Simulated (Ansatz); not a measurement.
# Computed properties of C

```
C
1.0
     0.00000    2.12700    3.34800
     1.22800    0.00000    3.34800
     1.22800    2.12700    0.00000
C
2
Cartesian
  1.2280 0.7090 3.3480
  1.2280 3.5450 3.3480
```

Atoms are numbered in the order listed.

The cell is COD entry 9000046, as deposited and not checked against the literature; nothing was relaxed.

All numbers below come from DFT, PBE, all-electron LAPW, scalar-relativistic in Ansatz 0.2.0.

The runs use a Γ-centred 18×18×18 k mesh, Fermi–Dirac smearing of 0.05 eV, basis error target 0.25 meV/atom, no spin polarisation.

```yaml
Pressure_at_this_cell: 4.53 GPa
Band_gap: none at this level of theory (metallic, semimetallic, or a small gap that the functional closes)
Stress_xx_yy_zz_compression_positive: 5.06, 4.56, 3.96 GPa
Density_of_states_at_the_Fermi_level_0.2_eV_bin: 0.00 states/eV per cell
Volume_per_atom: 8.74 Å³
```
